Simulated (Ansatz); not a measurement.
Sm:

```
CELL_PARAMETERS angstrom
3.64400 0.00000 0.00000
-1.82200 3.15580 0.00000
0.00000 0.00000 5.87600
ATOMIC_POSITIONS crystal
Sm 0.66667 0.33333 0.75000
Sm 0.33333 0.66667 0.25000
```

This isn't the form of Sm at room conditions, which is rhombohedral.

Alike in all runs: program Ansatz 0.2.0; functional PBE; potentials or basis Ansatz PAW; cutoff 420 eV (not typed: the program's choice for these potentials); k mesh 8 × 8 × 5; occupations fermi-dirac, width 0.05 eV.

The same cell was started in several ways:

| start | free energy over the lowest (meV/atom) | net moment (μB) | site or absolute moments (μB) | gap |
| --- | --- | --- | --- | --- |
| collinear spin, ferromagnetic start of up to 5 μB | 0.0 | 13.01 | Sm +6.09 | none (metal or under the smearing width) |
| collinear spin, random start of up to 3.73 μB | 63.4 | 0.00 | Sm -5.88, +5.88 | none (metal or under the smearing width) |
| collinear spin, ferrimagnetic start of up to 5 μB | 63.4 | 0.00 | Sm +5.88, -5.88 | none (metal or under the smearing width) |
| collinear spin, antiferromagnetic start of up to 5 μB | 63.4 | 0.00 | Sm +5.88, -5.88 | none (metal or under the smearing width) |
| no spin polarisation | 4768.3 | - | - | none (metal or under the smearing width) |

The spin-polarised runs without a constraint all converged, yet they end up to 63 meV/atom apart: a converged run can sit in a state that isn't the lowest. Allowing spin polarisation gains 4768 meV/atom. A still lower state may exist.

Caveats: the magnetic or orbital state may not be the lowest (some runs); spin-orbit coupling is left out, which moves the levels of the heavy elements (some runs).
